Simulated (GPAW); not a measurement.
BAs:

```
As B
1.0
     0.00000    2.38850    2.38850
     2.38850    0.00000    2.38850
     2.38850    2.38850    0.00000
As B
1 1
Direct
  0.75000 0.75000 0.75000
  0.00000 0.00000 0.00000
```

Base run:

| Property | Result |
| --- | --- |
| Program | GPAW 26.7.0 |
| Functional | AM05 |
| Potentials or basis | PAW data sets generated in the run's folder for this functional |
| Cutoff | 650 eV |
| Basis | pw |
| k mesh | 8 × 8 × 8 |
| Occupations | fermi-dirac, width 0.05 eV |
| Spin | no spin polarisation |

Its results: band gap on the k mesh 1.14 eV, indirect (least direct gap 3.25 eV); pressure -0.5 GPa.

Q: The run is repeated on the same cell with these changes: functional from AM05 to PBE. What comes out?

A: Band gap on the k mesh 1.20 eV, indirect (least direct gap 3.29 eV); pressure 3.3 GPa.

PBE binds less tightly than AM05, so the same cell stands under more pressure.

Caveats: the cutoff is short for stress and forces, so pressures can be off by a GPa or more.

A k mesh can miss the band edges.
